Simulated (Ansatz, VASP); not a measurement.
## One calculation of PtS2, two programs

```xyz
3
Lattice="3.3660 0.0000 0.0000 -1.6830 2.9151 0.0000 0.0000 0.0000 4.7869" Properties=species:S:1:pos:R:3 pbc="T T T"
Pt    0.0000    0.0000    0.0000
S     0.0000    1.9434    1.1967
S     1.6830    0.9717    3.5901
```

Change from the starting cell: strain -0.050 along x and y, -0.050 along z, atoms carried along.

Alike in both runs: task single point; functional PBE; k mesh 12 × 12 × 8; occupations gaussian, width 0.05 eV; no spin polarisation.

|  | VASP | Ansatz |
| --- | --- | --- |
| version | VASP 6.6.1 | Ansatz 0.2.0 |
| potentials or method | VASP PAW PBE potentials, release 64 (Pt, S) | scalar-relativistic, plane waves, PAW |
| plane-wave cutoff (eV) | 520 | 420 |
| valence electrons in the cell | 22 | 30 |

Ansatz gave:

| Quantity | Value |
| --- | --- |
| gap on the k mesh at the Fermi level (eV) | 0.65 |
| least direct gap on the mesh (eV) | 0.91 |
| pressure (GPa) | 34.1 |
| largest component of the traceless stress (GPa) | 10.00 |
| rms of the force components (eV/Å) | 0.971 |

Task: Which values does VASP return?

Result: gap on the k mesh at the Fermi level (eV): 0.66; least direct gap on the mesh (eV): 0.93; pressure (GPa): 33.5; largest component of the traceless stress (GPa): 9.79; rms of the force components (eV/Å): 0.942.

Atom by atom the forces differ by 0.029 eV/Å (rms over components). The two sets of potentials don't hold the same shells in valence.

Caveats: so large a pressure means that the cell lies far from this level's equilibrium, or that cutoff or potentials fall short (VASP); spin-orbit coupling is left out, which moves the levels of the heavy elements; the cell's inner coordinates are idealised or old, which leaves forces on the atoms. A k mesh can miss the band edges.
